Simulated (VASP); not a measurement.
# Sn (Immm) in VASP: notebook, part 2 of 2

VASP 6.6.1. Earlier steps stand in the parts before.

**5. Single point, PBE**

INCAR

```
SYSTEM = Sn
ADDGRID = .FALSE.
ALGO = Normal
EDIFF = 1E-7
ENCUT = 550
GGA = PE
ISIF = 2
ISMEAR = 1
LASPH = .TRUE.
LCHARG = .FALSE.
LREAL = Auto
LWAVE = .FALSE.
NELM = 100
PREC = Accurate
SIGMA = 0.2
```

KPOINTS

```
k-points
0
G
  16 16 16
  0 0 0
```

POSCAR

```
Sn
1.0
   -1.7265390000      1.7755470000      2.3383420000
    1.7265390000     -1.7755470000      2.3383420000
    1.7265390000      1.7755470000     -2.3383420000
Sn
1
Direct
    0.0000000000      0.0000000000      0.0000000000
```

Potentials or basis: VASP PAW PBE potentials, release 64 (Sn).

Launch:

```bash
$ cat potpaw_PBE.64/Sn/POTCAR > POTCAR
$ mpirun -np 1 vasp_std > vasp.out
```

OUTCAR:

```text
SYSTEM = Sn
   EDIFF = 1E-7
   ENCUT = 550
   GGA = PE
   ISIF = 2
   ISMEAR = 1
   LASPH = .TRUE.
   LREAL = Auto
   NELM = 100
   PREC = Accurate

 Found    621 irreducible k-points:

 Following reciprocal coordinates:
            Coordinates               Weight
  0.000000  0.000000  0.000000      1.000000
  0.062500  0.000000  0.000000      4.000000
  0.125000  0.000000  0.000000      4.000000
  0.187500  0.000000  0.000000      4.000000
  0.250000  0.000000  0.000000      4.000000
  0.312500  0.000000 -0.000000      4.000000
   k-points           NKPTS =    621   k-points in BZ     NKDIM =    621   number of bands    NBANDS=      6
   number of dos      NEDOS =    301   number of ions     NIONS =      1
   total plane-waves  NPLWV =  21952
   dimension x,y,z NGX =    28 NGY =   28 NGZ =   28
   dimension x,y,z NGXF=    56 NGYF=   56 NGZF=   56
   ions per type =               1
   NGX,Y,Z   is equivalent  to a cutoff of  13.67, 13.67, 13.67 a.u.
   NGXF,Y,Z  is equivalent  to a cutoff of  27.33, 27.33, 27.33 a.u.
 SYSTEM =  Sn
   PREC   = accura    normal or accurate (medium, high low for compatibility)
   ISTART =      0    job   : 0-new  1-cont  2-samecut
   ICHARG =      2    charge: 1-file 2-atom 10-const
   ISPIN  =      1    spin polarized calculation?
   LNONCOLLINEAR =      F non collinear calculations
   LSORBIT =      F    spin-orbit coupling
   LASPH  =      T    aspherical Exc in radial PAW
   ENCUT  =  550.0 eV  40.42 Ry    6.36 a.u.   6.51  6.51  6.51*2*pi/ulx,y,z
   NELM   =    100;   NELMIN=  2; NELMDL= -5     # of ELM steps
   EDIFF  = 0.1E-06   stopping-criterion for ELM
   LREAL  =      T    real-space projection
   EDIFFG = 0.1E-05   stopping-criterion for IOM
   NSW    =      0    number of steps for IOM
   IBRION =     -1    ionic relax: 0-MD 1-quasi-New 2-CG
   NFREE  =      0    steps in history (QN), initial steepest desc. (CG)
   ISIF   =      2    stress and relaxation
   ISYM   =      2    0-nonsym 1-usesym 2-fastsym
   POTIM  = 0.5000    time-step for ionic-motion
   TEBEG  =    0.0;   TEEND  =   0.0 temperature during run
   PSTRESS=    0.0 pullay stress
   NELECT =       4.0000    total number of electrons
   NUPDOWN=      -1.0000    fix difference up-down
   EMIN   =  10.00;   EMAX   =-10.00  energy-range for DOS
   EFERMI =   0.00;   METHOD = LEGACY
   ISMEAR =     1;   SIGMA  =   0.20  broadening in eV -4-tet -1-fermi 0-gaus
   EFERMI_NEDOS =   21; number of points for ismear=-14 and -15
   IALGO  =     38    algorithm
   IMIX   =      4    mixing-type and parameters
     AMIX     =   0.40;   BMIX     =  1.00
     AMIX_MAG =   1.60;   BMIX_MAG =  1.00
  volume/ion in A,a.u.               =      28.67       193.50
  Fermi-wavevector in a.u.,A,eV,Ry     =   0.849055  1.604482  9.808370  0.720895
  Thomas-Fermi vector in A             =   1.964816
   LORBIT       =      0    0 simple, 1 ext, 2 COOP (PROOUT), +10 PAW based schemes
   GGA     = PE    functional components
   LHFCALC =     F    Hartree Fock is set to
   AEXX    =    0.0000 exact exchange contribution
   IVDW    =     0    specifies the selected vdW correction
   LEPSILON=     F    determine dielectric tensor
   LRPA    =     F    only Hartree local field effects (RPA)
 non-spin polarized calculation
 Methfessel and Paxton  Order N= 1 SIGMA  =   0.20
  energy-cutoff  :      550.00
  volume of cell :       28.67
 maximum number of plane-waves:       859
 NGX is ok and might be reduce to    28
   NGX = 13   NGY = 13   NGZ = 13

 number of electron       4.0000000 magnetization

 Free energy of the ion-electron system (eV)
  ---------------------------------------------------
  ext. energy  EPLUGINS =         0.00000000
  ---------------------------------------------------
  free energy    TOTEN  =        -3.77387951 eV

  energy without entropy =       -3.77319148  energy(sigma->0) =       -3.77365017

 E-fermi :   4.9431     XC(G=0):  -9.9656

 val. band max:        4.9403443128   @ k =  -0.3750   0.1250   0.0625
 cond. band min:       4.9460426075   @ k =  -0.4375  -0.3125   0.1250
 fundamental gap:      0.0056982947
 Fermi energy:         4.9431129058

 k-point     1 :       0.0000    0.0000    0.0000
  band No.  band energies     occupation
      1      -5.8254      2.00000
      2      11.9803      0.00000
      3      12.1244      0.00000
      4      12.5298      0.00000
      5      15.5901      0.00000
      6      15.8022      0.00000

 k-point     2 :       0.0625    0.0000    0.0000
  band No.  band energies     occupation
      1      -5.7498      2.00000
      2      11.1550      0.00000
      3      11.9994      0.00000
      4      12.3725      0.00000
      5      15.0506      0.00000
      6      16.2280      0.00000

 k-point     3 :       0.1250    0.0000    0.0000
  band No.  band energies     occupation
      1      -5.5235      2.00000
      2       9.4125      0.00000
      3      11.8147      0.00000
      4      11.9926      0.00000
      5      14.7302      0.00000
      6      16.6527      0.00000

 k-point     4 :       0.1875    0.0000    0.0000
  band No.  band energies     occupation
      1      -5.1472      2.00000
      2       7.5251     -0.00000
      3      11.5365      0.00000
      4      11.5884      0.00000
      5      14.5137      0.00000
      6      16.7736      0.00000

 k-point     5 :       0.2500    0.0000    0.0000
  band No.  band energies     occupation
      1      -4.6237      2.00000
      2       5.6895     -0.00000
      3      11.0961      0.00000
      4      11.3695      0.00000
      5      14.3833      0.00000
      6      16.1848      0.00000

 k-point     6 :       0.3125    0.0000   -0.0000
  band No.  band energies     occupation
      1      -3.9606      2.00000
      2       3.9745      2.00000
      3      10.7196      0.00000
      4      11.1869      0.00000
      5      14.3414      0.00000
      6      15.6638      0.00000

 [... further k-points ...]

------------------------ aborting loop because EDIFF is reached ----------------------------------------

  FORCE on cell =-STRESS in cart. coord.  units (eV):
  Direction    XX          YY          ZZ          XY          YZ          ZX
  --------------------------------------------------------------------------------------
  -------------------------------------------------------------------------------------
  Total       -0.1429561     -0.2739658     -0.2141173     -0.0000000      0.0000000      0.0000000
  in kB       -7.9879758    -15.3084169    -11.9642593     -0.0000000      0.0000000      0.0000000
  external PRESSURE =     -11.7535507 kB  Pullay stress =       0.0000000 kB

 VOLUME and BASIS-vectors are now :
 -----------------------------------------------------------------------------
  energy-cutoff  :      550.00
  volume of cell :       28.67
      direct lattice vectors                 reciprocal lattice vectors
    -1.726539000  1.775547000  2.338342000     0.000000000  0.281603359  0.213826720
     1.726539000 -1.775547000  2.338342000     0.289596702  0.000000000  0.213826720
     1.726539000  1.775547000 -2.338342000     0.289596702  0.281603359  0.000000000

 POSITION                                       TOTAL-FORCE (eV/Angst)
 -----------------------------------------------------------------------------------
      0.00000      0.00000      0.00000         0.000000      0.000000      0.000000
 -----------------------------------------------------------------------------------
    total drift:                                0.000000     -0.000000     -0.000000

  FREE ENERGIE OF THE ION-ELECTRON SYSTEM (eV)
  ---------------------------------------------------
  free  energy   TOTEN  =        -3.7738795070 eV

  energy  without entropy=       -3.7731914833  energy(sigma->0) =       -3.77365017
```

stdout:

```text
POSCAR found type information on POSCAR Sn
 POSCAR found :  1 types and       1 ions
 scaLAPACK will be used
 -----------------------------------------------------------------------------
|                                                                             |
|                                                                             |
|     You have a (more or less) 'small supercell' and for smaller cells       |
|     it is recommended to use the reciprocal-space projection scheme!        |
|     The real-space optimization is not efficient for small cells and it     |
|     is also less accurate ...                                               |
|     Therefore, set LREAL=.FALSE. in the INCAR file.                         |
|                                                                             |
 -----------------------------------------------------------------------------

 LDA part: xc-table for (Slater+PW92), standard interpolation
 POSCAR, INCAR and KPOINTS ok, starting setup
 FFT: planning ... GRIDC
 FFT: planning ... GRID_SOFT
 FFT: planning ... GRID
 WAVECAR not read
 entering main loop
```

Run time: 96 s. Hardware: 1 thread of Intel Xeon 6975P-C (Granite Rapids), shared host; peak memory 0.2 GiB.

The run converged, but some of its settings lie outside the range that counts as converged, so its numbers aren't taken as properties of the crystal.

What came out:

```
Free energy            : -3.7739 eV
Pressure               : -1.2 GPa
Band gap on the k mesh : none (metal or under the smearing width)
```

**6. Single point, PBE**

INCAR is that of step 5.

KPOINTS is that of step 5.

POSCAR

```
Sn
1.0
   -1.6810770000      1.7214010000      2.3373330000
    1.7271670000     -1.7623000000      2.4024190000
    1.7145940000      1.7948920000     -2.3683880000
Sn
1
Direct
    0.0245380000     -0.0183670000      0.0024320000
```

Potentials or basis: VASP PAW PBE potentials, release 64 (Sn).

Launch:

```bash
$ cat potpaw_PBE.64/Sn/POTCAR > POTCAR
$ mpirun -np 1 vasp_std > vasp.out
```

It took 6.6 min on 1 thread of Intel Xeon 6975P-C (Granite Rapids), shared host; peak memory 0.37 GiB.

These settings aren't checked as converged: the numbers below hold their error.

Results:

| Quantity | Value |
| --- | --- |
| Free energy | -3.7735 eV |
| Pressure | -1.2 GPa |
| Band gap on the k mesh | none (metal or under the smearing width) |
